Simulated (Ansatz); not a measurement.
# Si: the change of pressure with volume per atom

All results are calculated (Ansatz 0.2.0). Density functional stress and forces at fixed atoms, pressure and stress positive in compression, spin-unpolarised plane waves.

Cell of the first row (space group P6_3/mmc, No. 194):
```
Si
1.0
      3.7505     0.0000     0.0000
     -1.8753     3.2480     0.0000
      0.0000     0.0000     6.2061
Si
4
Direct
  0.33333 0.66667 0.00073
  0.66667 0.33333 0.50073
  0.33333 0.66667 0.37427
  0.66667 0.33333 0.87427
```

Settings of every row: periodic directions 3; functional HSE06; spin orbit no; potentials PAW; wave cutoff 420 eV; k mesh 6x6x4; smearing width 0 eV.

Limits: stress loosely converged; the cell comes from a prototype or a list of computed structures and needn't be the stable phase.

```csv
row,volume per atom (Å³),pressure (GPa)
1,18.9,?
2,19.545,3
3,19.861,1.3
4,20.162,-0.2
5,21.082,-4.2
6,22.031,-7.4
```

Question: what pressure should row 1 give?

Worked fit of pressure. Take u = (V_r/V)^(2/3) − 1 with V_r = 20.162 Å³ an atom, which is twice the finite (Eulerian) strain; such expansions in the strain, on which the Birch-Murnaghan equation of state is built, carry the rest volume and the bulk modulus. The shown rows have u = 0.02094, 0.01008, 0, -0.02931, -0.05739. Least squares give pressure = −0.21 + 146.2 × u + 365 × u² GPa; a straight line predicts inner rows, each left out in turn, worse (root mean square 0.27 against 0.024 GPa). All shown rows lie on it to the printed digit. The pressure vanishes at u = 0.0014, or V = 20.12 Å³ an atom, and there the bulk modulus with atoms relaxed is B = −V dP/dV = (2/3)(1 + u) dP/du = 98.3 GPa. The withheld row has u = 0.04403, so the fit gives −0.21 + 146.2 × (0.04403) + 365 × (0.04403)² = 6.9 GPa.

The calculation gave 7 GPa. The fit lies 0.1 GPa (1.4 % of the value, 0.69 % of the column's range) below it, one unit of the last digit. This row lies beyond the range of the fit.
